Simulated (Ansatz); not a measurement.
# BaTe (Fm-3m): thermal expansion under pressure

Aim: how pressure changes the thermal expansion of BaTe.

Calculated with Ansatz 0.2.0; DFT RPBE, scalar-relativistic, plane waves, PAW.

The database entry behind the starting cell differs from later determinations by our own check (about 2.5 % short), so it need not match the best structure at ambient conditions.

## 1. The structure

The structure is cubic, space group Fm-3m (No. 225). Conventional cell: a = 6.820 Å, b = 6.820 Å, c = 6.820 Å, α = 90.00°, β = 90.00°, γ = 90.00°. Ba has 6 Te at 3.41 Å nearest. Te has 6 Ba at 3.41 Å nearest. Farther neighbours and most contacts between anions are not listed.

## 2. Probe on a coarse mesh

A cheap single point shows whether the cell is a metal or an insulator and how far it is from rest; that sets the k-mesh and the occupations of what follows.

Contents of input.yaml:

```yaml
crystal:
  lattice:
    - [0.0, 3.41, 3.41]
    - [3.41, 0.0, 3.41]
    - [3.41, 3.41, 0.0]
  atoms:
    - { symbol: Ba, position: [0.0, 0.0, 0.0] }
    - { symbol: Te, position: [0.5, 0.5, 0.5] }
kpoints:
  mp_grid: { grid: [4, 4, 4] }
hamiltonian:
  xc: rpbe
scf:
  occupations: { method: gaussian, width: 0.1 }
output:
  forces: true
  stress: true
  eigenvalues: true
```

Started as:

```sh
$ ansatz run input.yaml --threads 4 --pin off --max-ram 8192MiB --backend cpu --events-out ev --progress --plain --runs-dir out
```

Numbers of over 12 decimals in the logs are rounded to 6 here.

Log:

```text
Engine: ansatz 0.2.0, aarch64-unknown-linux-gnu
Pseudopotentials: kind: paw
Pseudopotential: Ba, paw, valence charge 10, recommended cutoff 420 eV (normal), Ba.paw.azcp
Pseudopotential: Te, paw, valence charge 16, recommended cutoff 420 eV (normal), Te.paw.azcp
Functional definition: RPBE
  parameter kappa = 0.804
  parameter beta = 0.066725
  exchange = rpbe_x(kappa = kappa, mu = beta*pi^2/3)
  correlation = pbe_c(beta = beta)
Crystal: 2 atoms, lattice volume = 79.304 Å³
Basis set: ecut = 420 eV, 1471 PW (Γ), exchange–correlation on 72×72×72 points (8 copies of the dense FFT grid, shifted against one another)
Bands: 17, of which v1, the nominal top of the filled ones, is band 13 counted from 1 (12 counted from 0)
Symmetry: 48 space group operations
Space group: Fm-3m (ITA 225), of the structure as read, at distance tolerance 4.3e-5 Å
k-points: 8 of 64
Non-local potential: Ba, projectors of the file, l = 0: 3, l = 1: 2, l = 2: 2, l = 3: 2
Non-local potential: Te, projectors of the file, l = 0: 2, l = 1: 2, l = 2: 2, l = 3: 2
PAW form: soft (Blöchl's): semilocal exchange-correlation on the pseudo side does not see the compensation charge
PAW frozen core: Ba, regenerated for the run's functional, and the local potential with it (the file was generated under x = pbe(κ = 0.804, μ = 0.219515), c = pbe(β = 0.066725))
PAW frozen core: Te, regenerated for the run's functional, and the local potential with it (the file was generated under x = pbe(κ = 0.804, μ = 0.219515), c = pbe(β = 0.066725))
PAW one-centre angular grid: Ba, 194 points (default); XC on 64 Gauss nodes
PAW one-centre angular grid: Te, 590 points (default); XC on 64 Gauss nodes
Initial density: superposition of atomic densities (neutral atoms: chi_scale 0, normalization atom), corrected by the library's trained network
Initial wavefunctions: pseudopotential atomic-orbital guess
Functional: x = rpbe, c = pbe(β = 0.066725)
SCF iter   1: F=—  HF=-12951.498258 eV  |F-HF|=—  |Δ(HF+E_count)|=         —  Δρ=1.22e-3  dr2=7.87e-4  ethr=1.77e-3  ⟨swp⟩=8.8  Hψ=836  notcnv=0
preconditioner: auto → none  [insulator: Δε(μ)=1.519 eV  Ē_g=11.421 eV  σ=0.100 eV  W_gap=1.00  n_scr=14 (ndim 8)  ℏωp=15.6 eV  f_vac=0.005  D(μ)=0.00/eV (n_scr^D=0)  ε∞_Penn≈2.9]
SCF iter   2: F=—  HF=-12951.497906 eV  |F-HF|=—  |Δ(HF+E_count)|=   3.52e-4  Δρ=6.77e-4  dr2=2.41e-4  ethr=3.03e-6  ⟨swp⟩=2.4  Hψ=335  notcnv=0
SCF iter   3: F=—  HF=-12951.498066 eV  |F-HF|=—  |Δ(HF+E_count)|=   1.60e-4  Δρ=2.94e-4  dr2=5.69e-5  ethr=9.28e-7  ⟨swp⟩=2.4  Hψ=192  notcnv=0
SCF iter   4: F=—  HF=-12951.498123 eV  |F-HF|=—  |Δ(HF+E_count)|=   5.66e-5  Δρ=5.76e-5  dr2=6.54e-6  ethr=2.19e-7  ⟨swp⟩=2.0  Hψ=189  notcnv=0
SCF iter   5: F=—  HF=-12951.498122 eV  |F-HF|=—  |Δ(HF+E_count)|=   4.63e-7  Δρ=1.08e-5  dr2=1.89e-7  ethr=2.51e-8  ⟨swp⟩=2.4  Hψ=195  notcnv=0
SCF iter   6: F=-12951.498122 eV  HF=-12951.498122 eV  |F-HF|=6.23e-9  |Δ(HF+E_count)|=   8.12e-8  Δρ=2.29e-6  dr2=7.36e-9  ethr=3.85e-10  ⟨swp⟩=7.0  Hψ=796  notcnv=0
SCF 1 converged in 6 iterations: F = -12951.498122 eV  dr2 = 7.36e-9
  greatest PAW one-centre occupation: 0.997 electrons in one spin orbital (limit 2), on the Te atom at site 1 (counted from 0), in its partial waves of l = 2
SCF converged after 6 iterations
Free energy (F): -12951.498122 eV
Harris-Foulkes:  -12951.498122 eV  (|F-HF|=6.23e-9)
Internal energy: -12951.498122 eV  (E = F + TS)
E sigma→0 (E₀):  -12951.498122 eV
Fermi energy:    8.105785 eV
--- Per-component energies (eV) ---
  E_band       = -308.837532
  E_kinetic    = 351.990346
  E_local      = -1763.696298  (includes V_loc(G=0)·N_el)
  E_nonlocal   = -254.176176
  E_hartree    = 1007.431586
  E_xc         = -294.918646
  E_vxc        = -242.225496  (∫ρ·V_xc dr)
  E_paw        = -9906.791722  (= ΣΔE_a)
  E_vpaw       = -415.597108  (= ΣTr[D̂ρ^β])
  E_aug_tail   = -0.000201  (compensation charges beyond the density's cutoff)
  E_ewald      = -2091.248078
  E_core_change = -0.088932  (= ΣΔE_core)
  E_smearing   = -0.000000  (= −TS)
  E_closure    = 0.000000  (closes the sum)
  Σ components = -12951.498122   (vs F -12951.498122, Δ=0.00e0)
--- Forces (eV/Å), atoms counted from 1 ---
  atom   1  Ba    -0.00000000     0.00000000     0.00000000
  atom   2  Te     0.00000000    -0.00000000    -0.00000000
  max |Σ_I F_I| component: 2.98e-29 eV/Å
--- Stress (GPa, compression-positive) ---
        5.285365      -0.000000      -0.000000
       -0.000000       5.285365      -0.000000
       -0.000000      -0.000000       5.285365
  P = ⅓ Tr σ = 5.2854 GPa (52.854 kbar)
--- Band table (eV; the first three rows and the last of 8) ---
  k-point 0: bands = [... 9 lower, -2.2716, 7.3394, 7.3394, 7.3394, 10.3817, 10.3817, 10.3817, 10.8335]
  k-point 1: bands = [... 9 lower, -1.7628, 5.9396, 6.6196, 6.6196, 10.5976, 11.1301, 11.1301, 12.6520]
  k-point 2: bands = [... 9 lower, -1.3050, 5.0088, 6.1307, 6.1307, 11.6899, 12.4610, 12.5561, 12.5561]
  k-point 7: bands = [... 9 lower, -1.7596, 5.9926, 6.4451, 6.4451, 10.9691, 10.9691, 12.5313, 12.8858]
```

Wall time 0.51 s (4 threads of Arm Neoverse V2, shared host); peak memory 0.34 GiB; 1.4 s of CPU time.

A gap read on the k-mesh alone can miss the band edges.

Numbers from this step:

* pressure: 5.285 GPa
* gap on the k-mesh: 1.533 eV
* volume per atom: 39.65 Å³

The start is under 5.3 GPa at this level and looks like an insulator or semiconductor on this mesh.

## 3. Finding the static equilibrium

Phonons are second derivatives about a minimum, so cell and atoms are relaxed first, inside the symmetry of the start.

input.yaml, the sections that differ from step 2:

```yaml
kpoints:
  mp_grid: { grid: [8, 8, 8] }
scf:
  occupations: { method: gaussian, width: 0.02 }
output:
  forces: true
  stress: true
  eigenvalues: true
  write_density: true
  write_potential: true
  elf: true
  volumetric_format: npy
relax:
  adjacent_minimum: "off"
  f_tol: 0.005
  max_steps: 80
  cell: { stress_tol: 0.05 }
# crystal, hamiltonian: as in step 2
```

Log:

```text
[...]
Crystal: 2 atoms, lattice volume = 79.304 Å³
Basis set: ecut = 420 eV, 1471 PW (Γ), exchange–correlation on 72×72×72 points (8 copies of the dense FFT grid, shifted against one another)
Bands: 17, of which v1, the nominal top of the filled ones, is band 13 counted from 1 (12 counted from 0)
Symmetry: 48 space group operations
[...]
k-points: 29 of 512
[...]
SCF iter   1: F=—  HF=-12951.508101 eV  |F-HF|=—  |Δ(HF+E_count)|=         —  Δρ=1.17e-3  dr2=5.04e-4  ethr=1.77e-3  ⟨swp⟩=9.9  Hψ=3309  notcnv=0
[...]
SCF iter   6: F=-12951.508049 eV  HF=-12951.508049 eV  |F-HF|=4.68e-9  |Δ(HF+E_count)|=   1.73e-8  Δρ=2.34e-6  dr2=8.66e-9  ethr=3.46e-10  ⟨swp⟩=7.6  Hψ=3853  notcnv=0
SCF 1 converged in 6 iterations: F = -12951.508049 eV  dr2 = 8.66e-9
[...]
relax step   1: F+E_penalty+E_count = -12951.50804917 eV  Δ(F+E_penalty+E_count) = +0.000e0 eV  max|allowed force component| = 1.897e-29 eV/Å  Δτ_max = 0.0000 Å  P = +5.207 GPa  Ω = 79.304 Å³  (6 SCF iters, dr2 threshold 1.00e-7 eV, accepted)
Crystal: 2 atoms, lattice volume = 91.476 Å³
Basis set: ecut = 420 eV, 1807 PW (Γ), exchange–correlation on 72×72×72 points (8 copies of the dense FFT grid, shifted against one another)
[...]
iter 1 solved again at ethr=2.28e-4 eV; its pass at ethr=3.10e-3 eV (dr2=5.93e-2 eV) is discarded
[...]
SCF iter   6: F=-12951.688882 eV  HF=-12951.688882 eV  |F-HF|=3.66e-8  |Δ(HF+E_count)|=   4.19e-6  Δρ=7.49e-6  dr2=7.04e-8  ethr=7.69e-10  ⟨swp⟩=14.7  Hψ=5453  notcnv=0
SCF 2 converged in 6 iterations: F = -12951.688882 eV  dr2 = 7.04e-8
  Residual-converged pass: ⟨swp⟩=1.1  Hψ=612  notcnv=0  max |occ|·‖R‖ = 6.9e-9 eV (tolerance 1.0e-8 eV)  dr2=7.04e-8  dr2_onsite=9.42e-9  max |Δocc| = 0.0e0
relax step   2: F+E_penalty+E_count = -12951.68888155 eV  Δ(F+E_penalty+E_count) = -1.808e-1 eV  max|allowed force component| = 6.258e-29 eV/Å  Δτ_max = 0.0000 Å  P = +0.168 GPa  Ω = 91.476 Å³  energy of the carried Pulay correction = -6.790e-4 eV  (6 SCF iters, dr2 threshold 2.00e-7 eV, accepted)
Crystal: 2 atoms, lattice volume = 91.946 Å³
[...]
SCF iter   4: F=-12951.689155 eV  HF=-12951.689155 eV  |F-HF|=1.18e-8  |Δ(HF+E_count)|=   1.96e-6  Δρ=5.52e-6  dr2=4.84e-8  ethr=2.71e-10  ⟨swp⟩=10.5  Hψ=4743  notcnv=0
SCF 3 converged in 4 iterations: F = -12951.689155 eV  dr2 = 4.84e-8
relax step   3: F+E_penalty+E_count = -12951.68915515 eV  Δ(F+E_penalty+E_count) = -2.736e-4 eV  max|allowed force component| = 1.321e-29 eV/Å  Δτ_max = 0.0000 Å  P = +0.036 GPa  Ω = 91.946 Å³  energy of the carried Pulay correction = -7.033e-4 eV  (4 SCF iters, dr2 threshold 7.03e-8 eV, accepted)
[...]
SCF iter   7: F=-12951.689859 eV  HF=-12951.689859 eV  |F-HF|=3.64e-12  |Δ(HF+E_count)|=  6.91e-11  Δρ=2.17e-8  dr2=7.84e-13  ethr=1.00e-12  ⟨swp⟩=6.6  Hψ=2279  notcnv=0
SCF 4 converged in 7 iterations: F = -12951.689859 eV  dr2 = 7.84e-13
relax step   4: F+E_penalty+E_count = -12951.68985857 eV  Δ(F+E_penalty+E_count) = -7.034e-4 eV  max|allowed force component| = 7.527e-30 eV/Å  Δτ_max = 0.0000 Å  P = +0.039 GPa  Ω = 91.946 Å³  stress off target by 3.90e-2 GPa  SCF on the basis re-selected at this cell (its energy is not comparable with the rows above)  (7 SCF iters)
basis re-selected at this cell: Δ(F+E_penalty+E_count) = -7.034e-4 eV, ΔP = +0.003 GPa vs the last step (what re-selecting the basis moved, of the pressure what is left beyond the Pulay correction that the steps carried, after the strain that the cell walked since its last selection, with what the two solves' SCF thresholds leave and, on support functions, any second-order correction that the steps lacked; it is no m [...]
SCF converged after 7 iterations
Free energy (F): -12951.689859 eV
[...]
Internal energy: -12951.689859 eV  (E = F + TS)
E sigma→0 (E₀):  -12951.689859 eV
Fermi energy:    6.730749 eV
[...]
--- Stress (GPa, compression-positive) ---
        0.038982      -0.000000      -0.000000
        0.000000       0.038982      -0.000000
       -0.000000      -0.000000       0.038982
  P = ⅓ Tr σ = 0.0390 GPa (0.390 kbar)
--- Band table (eV; the first three rows and the last of 29) ---
  k-point 0: bands = [... 9 lower, -3.4967, 5.8051, 5.8051, 5.8051, 8.7097, 8.9292, 8.9292, 8.9292]
  k-point 1: bands = [... 9 lower, -3.4146, 5.3697, 5.6206, 5.6206, 8.9032, 9.1003, 9.1003, 9.3442]
  k-point 2: bands = [... 9 lower, -3.2207, 4.6280, 5.2634, 5.2634, 9.0601, 9.5608, 9.5608, 10.4954]
  k-point 28: bands = [... 9 lower, -3.1753, 4.7139, 4.9767, 4.9767, 9.4071, 9.4071, 10.5574, 10.7695]
--- Relaxed structure (3 steps of the walk, 3 accepted, 1 SCFs on fresh bases) ---
  F+E_penalty+E_count = -12951.68985857 eV   max|allowed force component| = 7.527e-30 eV/Å   (the final SCF, on the basis selected at the relaxed cell)
  cell:  # Å, volume = 91.9458 Å³
    - [0, 3.582344, 3.582344]
    - [3.582344, 0, 3.582344]
    - [3.582344, 3.582344, 0]
  atoms:
    - { symbol: Ba, position: [0, 0, 0] }
    - { symbol: Te, position: [0.5, 0.5, 0.5] }
```

Run time: 4.1 s. Hardware: 4 threads; peak memory 0.42 GiB; 14 s of CPU time.

Step by step:

| step | energy less that of the first step (eV) | largest force component (eV/Å) | pressure (GPa) | volume (Å³) |
| --- | --- | --- | --- | --- |
| 1 | 0.0000 | 0.0000 | 5.21 | 79.30 |
| 2 | -0.1808 | 0.0000 | 0.17 | 91.48 |
| 3 | -0.1811 | 0.0000 | 0.04 | 91.95 |
| 4* | -0.1818 | 0.0000 | 0.04 | 91.95 |

Relaxation steps marked * repeat the geometry before them on a plane-wave basis chosen anew for their cell, so energy and pressure can jump there.

Forces are held to the 48 operations that the run works with; a distortion that breaks them can't arise in this run.

| conventional cell, symmetrised | before | after | change |
| --- | --- | --- | --- |
| a (Å) | 6.820 | 7.165 | +5.1 % |
| b (Å) | 6.820 | 7.165 | +5.1 % |
| c (Å) | 6.820 | 7.165 | +5.1 % |
| volume (Å³/atom) | 39.65 | 45.97 | +15.9 % |

The relaxed structure:

```cif
data_structure
_symmetry_space_group_name_H-M 'P 1'
_symmetry_Int_Tables_number 1
_cell_length_a 5.0662
_cell_length_b 5.0662
_cell_length_c 5.0662
_cell_angle_alpha 60.000
_cell_angle_beta 60.000
_cell_angle_gamma 60.000
_cell_volume 91.95
loop_
_atom_site_label
_atom_site_type_symbol
_atom_site_fract_x
_atom_site_fract_y
_atom_site_fract_z
_atom_site_occupancy
Ba1 Ba 0.00000 0.00000 0.00000 1
Te2 Te 0.50000 0.50000 0.50000 1
```

This step gave:

```
pressure          : 0.03898 GPa
gap on the k-mesh : 1.851 eV
volume per atom   : 45.97 Å³
```

Valence density in the ac plane of the conventional cell at fractional y = 0.000, with atoms of Ba and Te within 0.2 Å of it. It is the smooth field of the valence electrons, not physical close to the nuclei.

Ten steps, logarithmic in the rise over the least value, from '0' (0 e/Å³) to '9' (15 e/Å³), each cell a mean:
```
34421123699742101344
44310012466532101244
33200011233321000123
11000001122110000011
10000000011000000000
11000000011000000011
22110000122210000122
43210002344421001234
86321013444442001357
98421113432442112369
97421013443442112369
65321012444431001246
33210001233320001123
21100000111100000112
10000000001000000001
10000000111100000001
22100001222211000012
44210012344321000234
44420013578632101344
24421123699842111343
```
Columns run along a (7.2 Å), rows up along c (7.2 Å), edges of the conventional cell, whose origin can differ from the input's. Atoms in or near the plane, at fractional coordinates: Ba at (0.00, 0.00), Ba at (0.50, 0.50), Te at (0.50, 0.00), Te at (0.00, 0.50).

Electrostatic potential energy in the ac plane of the conventional cell at fractional y = 0.000, with atoms of Ba and Te within 0.2 Å of it. With pseudopotentials it is smooth inside the atoms' cores, unlike the true potential.

Values in eV, 11 rows by 16 columns, each cell a mean:
```
-34 -27  -8   5   8   3  -7  13  17  -2  -2   8   7  -2 -21 -33
-11  -4   3   7   9   9   4  -3  -4   1   7   9   8   5  -1  -9
  6   7   8   9  10   9   8   7   7   8   9   9   9   9   8   7
  1   5   9  10   9   6   2  -3  -4   1   5   8   9   9   7   2
  8  -6   1   8   7   0 -17 -30 -31 -23  -5   5   8   5  -7   4
 24   7  -5   7   6  -4 -26 -35 -35 -31 -12   4   8   1  -5  24
 -1  -6   3   9   7   2 -12 -24 -26 -17  -2   6   9   6  -4  -3
  5   7   9  10   9   7   5   2   1   4   7   8  10   9   8   6
  5   6   8   9  10   9   8   7   7   8   9  10   9   8   7   5
-19 -11   1   7   9   8   0  -6  -6  -3   6   9   8   4  -6 -17
-35 -30 -11   4   8   2  -6  21  24   3  -4   7   6  -3 -24 -34
```
Columns run along a (7.2 Å; values clipped at the 3rd and 97th percentile), rows up along c (7.2 Å), edges of the conventional cell, whose origin can differ from the input's. Atoms in or near the plane, at fractional coordinates: Ba at (0.00, 0.00), Ba at (0.50, 0.50), Te at (0.50, 0.00), Te at (0.00, 0.50).

ELF in the ac plane of the conventional cell at fractional y = 0.000, with atoms of Ba and Te within 0.2 Å of it. It is the smooth field of the valence electrons, not physical close to the nuclei.

Values, 11 rows by 16 columns, each cell a mean:
```
0.41 0.78 0.70 0.19 0.43 0.69 0.47 0.19 0.14 0.37 0.63 0.61 0.17 0.51 0.82 0.52
0.71 0.59 0.26 0.06 0.33 0.67 0.69 0.62 0.60 0.67 0.71 0.49 0.09 0.16 0.49 0.68
0.26 0.22 0.16 0.08 0.10 0.24 0.34 0.38 0.38 0.36 0.28 0.13 0.06 0.13 0.20 0.25
0.65 0.69 0.66 0.42 0.08 0.08 0.31 0.51 0.54 0.41 0.16 0.05 0.26 0.61 0.70 0.67
0.25 0.44 0.66 0.60 0.15 0.43 0.82 0.70 0.60 0.81 0.63 0.16 0.42 0.70 0.53 0.30
0.06 0.27 0.59 0.62 0.19 0.58 0.81 0.26 0.10 0.67 0.76 0.23 0.44 0.66 0.41 0.07
0.38 0.53 0.70 0.58 0.13 0.34 0.76 0.79 0.77 0.82 0.53 0.12 0.40 0.71 0.59 0.42
0.63 0.64 0.57 0.31 0.06 0.06 0.19 0.34 0.36 0.25 0.09 0.04 0.20 0.50 0.63 0.64
0.25 0.18 0.09 0.05 0.13 0.37 0.50 0.53 0.53 0.51 0.43 0.22 0.06 0.07 0.14 0.23
0.80 0.73 0.40 0.09 0.37 0.71 0.66 0.53 0.50 0.60 0.71 0.55 0.11 0.23 0.65 0.80
0.22 0.71 0.74 0.22 0.44 0.67 0.43 0.11 0.10 0.30 0.61 0.61 0.18 0.56 0.82 0.37
```
Columns run along a (7.2 Å), rows up along c (7.2 Å), edges of the conventional cell, whose origin can differ from the input's. Atoms in or near the plane, at fractional coordinates: Ba at (0.00, 0.00), Ba at (0.50, 0.50), Te at (0.50, 0.00), Te at (0.00, 0.50).

The relaxation ends with a pressure of 0.04 GPa.

(Continued in part 2 of 4.)

[Logs are printed without paths, hosts, clocks, repeated set-up lines and the standing remarks that a program may print on its own settings, such as how far it seeks lower states.]

[Hosts, paths, dates, database ids (printed as entryN), source tags and the programs' standing remarks are cut or masked in the printed files.]

[A step with changed settings may run another functional than the one named; its input shows which.]

[Pressures of single members of a volume series are the stress at the run's cutoff; with an incomplete basis they can lie off −dE/dV of the same runs, and they are not shown converged.]
